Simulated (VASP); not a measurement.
# GaP (F-43m) in VASP: a series of runs

The runs below take GaP through relaxation of cell and atoms, with AM05.

All numbers are computed with VASP 6.6.1; they aren't measurements. Logs are shortened: lines on timing, memory, paths and dates and some standing lists are left out, and cuts for length are marked.

## 1. Starting point

Symmetry: F-43m, No. 216, cubic system. The conventional cell has a = 5.451 Å, b = 5.451 Å, c = 5.451 Å, α = 90.00°, β = 90.00°, γ = 90.00°. Ga (site symmetry -43m) has 4 P at 2.36 Å as nearest neighbours. P (site symmetry -43m) has 4 Ga at 2.36 Å as nearest neighbours.

## 2. Relaxation of cell and atoms, AM05

Contents of INCAR:

```
SYSTEM = GaP
PREC = Accurate
ENCUT = 600
EDIFF = 1E-6
ISMEAR = 0
SIGMA = 0.03
LREAL = .False.
LASPH = .True.
NELM = 80
ALGO = Normal
ISIF = 3
LWAVE = .False.
LCHARG = .False.
GGA = AM
IBRION = 2
NSW = 90
EDIFFG = -0.01
```

Contents of KPOINTS:

```
regular mesh
0
Gamma
  8 8 8
  0 0 0
```

Contents of POSCAR:

```
GaP
1.0
    0.0000000000      2.7252500000      2.7252500000
    2.7252500000      0.0000000000      2.7252500000
    2.7252500000      2.7252500000      0.0000000000
Ga P
1 1
Direct
    0.0000000000      0.0000000000      0.0000000000
    0.2500000000      0.2500000000      0.2500000000
```

Potentials or basis: VASP PAW PBE potentials, release 64 (Ga_d, P).

Run with:

```sh
$ cat potpaw_PBE.64/Ga_d/POTCAR potpaw_PBE.64/P/POTCAR > POTCAR
$ mpirun -np 1 vasp_std > vasp.out
```

OUTCAR:

```text
SYSTEM = GaP
   PREC = Accurate
   ENCUT = 600
   EDIFF = 1E-6
   ISMEAR = 0
   LREAL = .False.
   LASPH = .True.
   NELM = 80
   ISIF = 3
   GGA = AM
   IBRION = 2
   NSW = 90
   EDIFFG = -0.01

 ion  position               nearest neighbor table
   1  0.000  0.000  0.000-   2 2.36   2 2.36   2 2.36   2 2.36
   2  0.250  0.250  0.250-   1 2.36   1 2.36   1 2.36   1 2.36

  LATTYP: Found a face centered cubic cell.
 ALAT       =     5.4505000000

  Lattice vectors:

 A1 = (   0.0000000000,   2.7252500000,   2.7252500000)
 A2 = (   2.7252500000,   0.0000000000,   2.7252500000)
 A3 = (   2.7252500000,   2.7252500000,   0.0000000000)

Analysis of symmetry for initial positions (statically):
=====================================================================
 Subroutine PRICEL returns:
 Original cell was already a primitive cell.

 Routine SETGRP: Setting up the symmetry group for a
 face centered cubic supercell.

 Subroutine GETGRP returns: Found 24 space group operations
 (whereof 24 operations were pure point group operations)
 out of a pool of 48 trial point group operations.

The static configuration has the point symmetry T_d .

Analysis of symmetry for dynamics (positions and initial velocities):
=====================================================================
 Subroutine PRICEL returns:
 Original cell was already a primitive cell.

 Routine SETGRP: Setting up the symmetry group for a
 face centered cubic supercell.

 Subroutine GETGRP returns: Found 24 space group operations
 (whereof 24 operations were pure point group operations)
 out of a pool of 48 trial point group operations.

The dynamic configuration has the point symmetry T_d .

 Subroutine INISYM returns: Found 24 space group operations
 (whereof 24 operations are pure point group operations),
 and found     1 'primitive' translations

----------------------------------------------------------------------------------------

                                     Primitive cell

  volume of cell :      40.4808

  direct lattice vectors                    reciprocal lattice vectors
     0.000000000  2.725250000  2.725250000    -0.183469406  0.183469406  0.183469406
     2.725250000  0.000000000  2.725250000     0.183469406 -0.183469406  0.183469406
     2.725250000  2.725250000  0.000000000     0.183469406  0.183469406 -0.183469406

  length of vectors
     3.854085511  3.854085511  3.854085511     0.317778334  0.317778334  0.317778334

  position of ions in fractional coordinates (direct lattice)
     0.000000000  0.000000000  0.000000000
     0.250000000  0.250000000  0.250000000

  ion indices of the primitive-cell ions
   primitive index   ion index
                 1           1
                 2           2

----------------------------------------------------------------------------------------

 KPOINTS: regular mesh

Automatic generation of k-mesh.
 Grid dimensions read from file:
 generate k-points for:    8    8    8

 Generating k-lattice:

  Cartesian coordinates                     Fractional coordinates (reciprocal lattice)
    -0.022933676  0.022933676  0.022933676     0.125000000  0.000000000  0.000000000
     0.022933676 -0.022933676  0.022933676     0.000000000  0.125000000  0.000000000
     0.022933676  0.022933676 -0.022933676     0.000000000  0.000000000  0.125000000

  Length of vectors
     0.039722292  0.039722292  0.039722292

  Shift w.r.t. Gamma in fractional coordinates (k-lattice)
     0.000000000  0.000000000  0.000000000

 Subroutine IBZKPT returns following result:
 ===========================================

 Found     29 irreducible k-points:

 Following reciprocal coordinates:
            Coordinates               Weight
  0.000000  0.000000  0.000000      1.000000
  0.125000  0.000000  0.000000      8.000000
  0.250000  0.000000  0.000000      8.000000
  0.375000  0.000000  0.000000      8.000000
  0.500000  0.000000  0.000000      4.000000
  0.125000  0.125000  0.000000      6.000000
[... 16 lines left out ...]
  0.500000  0.250000  0.125000     48.000000
 -0.375000  0.250000  0.125000     24.000000
 [... further k-points ...]
   k-points           NKPTS =     29   k-points in BZ     NKDIM =     29   number of bands    NBANDS=     13
   number of dos      NEDOS =    301   number of ions     NIONS =      2
   total plane-waves  NPLWV =  32768
   dimension x,y,z NGX =    32 NGY =   32 NGZ =   32
   dimension x,y,z NGXF=    64 NGYF=   64 NGZF=   64
   ions per type =               1   1
   NGX,Y,Z   is equivalent  to a cutoff of  13.80, 13.80, 13.80 a.u.
   NGXF,Y,Z  is equivalent  to a cutoff of  27.61, 27.61, 27.61 a.u.
 SYSTEM =  GaP
   PREC   = accura    normal or accurate (medium, high low for compatibility)
   ISTART =      0    job   : 0-new  1-cont  2-samecut
   ICHARG =      2    charge: 1-file 2-atom 10-const
   ISPIN  =      1    spin polarized calculation?
   LNONCOLLINEAR =      F non collinear calculations
   LSORBIT =      F    spin-orbit coupling
   LASPH  =      T    aspherical Exc in radial PAW
   ENCUT  =  600.0 eV  44.10 Ry    6.64 a.u.   7.70  7.70  7.70*2*pi/ulx,y,z
   NELM   =     80;   NELMIN=  2; NELMDL= -5     # of ELM steps
   EDIFF  = 0.1E-05   stopping-criterion for ELM
   LREAL  =      F    real-space projection
   EDIFFG = -.1E-01   stopping-criterion for IOM
   NSW    =     90    number of steps for IOM
   IBRION =      2    ionic relax: 0-MD 1-quasi-New 2-CG
   NFREE  =      1    steps in history (QN), initial steepest desc. (CG)
   ISIF   =      3    stress and relaxation
   ISYM   =      2    0-nonsym 1-usesym 2-fastsym
   POTIM  = 0.5000    time-step for ionic-motion
   TEBEG  =    0.0;   TEEND  =   0.0 temperature during run
   PSTRESS=    0.0 pullay stress
   NELECT =      18.0000    total number of electrons
   NUPDOWN=      -1.0000    fix difference up-down
   EMIN   =  10.00;   EMAX   =-10.00  energy-range for DOS
   EFERMI =   0.00;   METHOD = LEGACY
   ISMEAR =     0;   SIGMA  =   0.03  broadening in eV -4-tet -1-fermi 0-gaus
   EFERMI_NEDOS =   21; number of points for ismear=-14 and -15
   IALGO  =     38    algorithm
   IMIX   =      4    mixing-type and parameters
     AMIX     =   0.40;   BMIX     =  1.00
     AMIX_MAG =   1.60;   BMIX_MAG =  1.00
  volume/ion in A,a.u.               =      20.24       136.59
  Fermi-wavevector in a.u.,A,eV,Ry     =   1.249538  2.361284 21.243377  1.561344
  Thomas-Fermi vector in A             =   2.383574
   LORBIT       =      0    0 simple, 1 ext, 2 COOP (PROOUT), +10 PAW based schemes
   GGA     = AM    functional components
   LHFCALC =     F    Hartree Fock is set to
   AEXX    =    0.0000 exact exchange contribution
   IVDW    =     0    specifies the selected vdW correction
   LEPSILON=     F    determine dielectric tensor
   LRPA    =     F    only Hartree local field effects (RPA)
 conjugate gradient relaxation of ions
 non-spin polarized calculation
 Gauss-broadening in eV      SIGMA  =   0.03
  energy-cutoff  :      600.00
  volume of cell :       40.48
 maximum number of plane-waves:      1365
   NGX = 15   NGY = 15   NGZ = 15

--------------------------------------- Ionic step        1  -------------------------------------------

 number of electron      18.0000003 magnetization

 Free energy of the ion-electron system (eV)
  ---------------------------------------------------
  ext. energy  EPLUGINS =         0.00000000
  ---------------------------------------------------
  free energy    TOTEN  =        -9.45361994 eV

  energy without entropy =       -9.45361994  energy(sigma->0) =       -9.45361994

------------------------ aborting loop because EDIFF is reached ----------------------------------------

  FORCE on cell =-STRESS in cart. coord.  units (eV):
  Direction    XX          YY          ZZ          XY          YZ          ZX
  --------------------------------------------------------------------------------------
  -------------------------------------------------------------------------------------
  Total       -0.1087055     -0.1087055     -0.1087055      0.0000000      0.0000000      0.0000000
  in kB       -4.3024206     -4.3024206     -4.3024206      0.0000000      0.0000000      0.0000000
  external PRESSURE =      -4.3024206 kB  Pullay stress =       0.0000000 kB
[... 57 lines left out ...]
  energy  without entropy=       -9.4537649462  energy(sigma->0) =       -9.45376495

--------------------------------------- Ionic step        3  -------------------------------------------

 number of electron      18.0000005 magnetization

 Free energy of the ion-electron system (eV)
  ---------------------------------------------------
  ext. energy  EPLUGINS =         0.00000000
  ---------------------------------------------------
  free energy    TOTEN  =        -9.45386230 eV

  energy without entropy =       -9.45386230  energy(sigma->0) =       -9.45386230

 E-fermi :   4.8408     XC(G=0):  -9.9194

 val. band max:        4.6644972816   @ k =   0.0000   0.0000   0.0000
 cond. band min:       6.2542903731   @ k =   0.3750   0.3750   0.0000
 fundamental gap:      1.5897930915
 Fermi energy:         4.8407912552

 k-point     1 :       0.0000    0.0000    0.0000
  band No.  band energies     occupation
      1      -9.9243      2.00000
      2      -9.9243      2.00000
      3      -9.9243      2.00000
      4      -9.8238      2.00000
      5      -9.8238      2.00000
      6      -7.8624      2.00000
      7       4.6645      2.00000
      8       4.6645      2.00000
      9       4.6645      2.00000
     10       6.5356      0.00000
     11       8.5025      0.00000
     12       8.5025      0.00000
     13       8.5025      0.00000
[... 353 lines left out ...]
 k-point    24 :      -0.3750    0.2500    0.1250
  band No.  band energies     occupation
      1     -10.0121      2.00000
      2      -9.8930      2.00000
      3      -9.8806      2.00000
      4      -9.8290      2.00000
      5      -9.8163      2.00000
      6      -5.3519      2.00000
      7      -1.8049      2.00000
      8       1.4309      2.00000
      9       2.6998      2.00000
     10       8.1092      0.00000
     11       8.9237      0.00000
     12      11.1062      0.00000
     13      12.5874      0.00000

 [... further k-points ...]
[... 5 lines left out ...]
  --------------------------------------------------------------------------------------
  -------------------------------------------------------------------------------------
  Total       -0.0063044     -0.0063044     -0.0063044      0.0000000     -0.0000000     -0.0000000
  in kB       -0.2507114     -0.2507114     -0.2507114      0.0000000     -0.0000000     -0.0000000
  external PRESSURE =      -0.2507114 kB  Pullay stress =       0.0000000 kB
[... 17 lines left out ...]
  FREE ENERGIE OF THE ION-ELECTRON SYSTEM (eV)
  ---------------------------------------------------
  free  energy   TOTEN  =        -9.4538622977 eV

  energy  without entropy=       -9.4538622977  energy(sigma->0) =       -9.45386230

 reached required accuracy - stopping structural energy minimisation
```

It took 22 s on 1 thread of Intel Xeon Platinum 8488C (Sapphire Rapids), shared host; peak memory 0.19 GiB.

Results:

| Item | Value |
| --- | --- |
| Free energy | -9.4539 eV |
| Relaxed volume | 20.14 Å³/atom |
| Relaxed cell | a = 3.848 Å, b = 3.848 Å, c = 3.848 Å, α = 60.00°, β = 60.00°, γ = 60.00° |
| Space group after relaxing (to 0.05 Å) | F-43m (No. 216) |
| Energy gained by relaxing | 0.1 meV/atom |
| Ionic steps | 3 |
| Pressure after relaxing | 0.0 GPa |
| Band gap on the k mesh | 1.59 eV, indirect (least direct gap 1.87 eV) |

The path:
| step | energy change (eV) | largest force (eV/Å) | pressure (GPa) | volume (Å³) |
| --- | --- | --- | --- | --- |
| 1 | 0.0000 | 0.0000 | -0.43 | 40.48 |
| 2 | -0.0001 | 0.0000 | 0.30 | 40.16 |
| 3 | -0.0002 | 0.0000 | -0.03 | 40.29 |

Final structure:
```
CELL_PARAMETERS angstrom
0.00000 2.72093 2.72093
2.72093 0.00000 2.72093
2.72093 2.72093 0.00000
ATOMIC_POSITIONS crystal
Ga 0.00000 0.00000 0.00000
P 0.25000 0.25000 0.25000
```

Levels at points of the mesh, in eV from the valence-band top:
```tsv
k point	band 6	band 7	band 8	band 9	band 10	band 11	band 12	band 13
(0.00, 0.00, 0.00)	-12.53	0.00	0.00	0.00	1.87	3.84	3.84	3.84
(0.50, 0.00, 0.00)	-10.43	-6.69	-1.14	-1.14	1.66	4.68	4.68	8.25
(0.50, 0.50, 0.00)	-9.51	-6.81	-2.72	-2.72	1.61	1.77	10.59	10.59
```

Caveat: the PAW data sets were made with another functional, which shifts forces and pressure a little. A k mesh can miss the band edges.

[end of part 1 of 2]
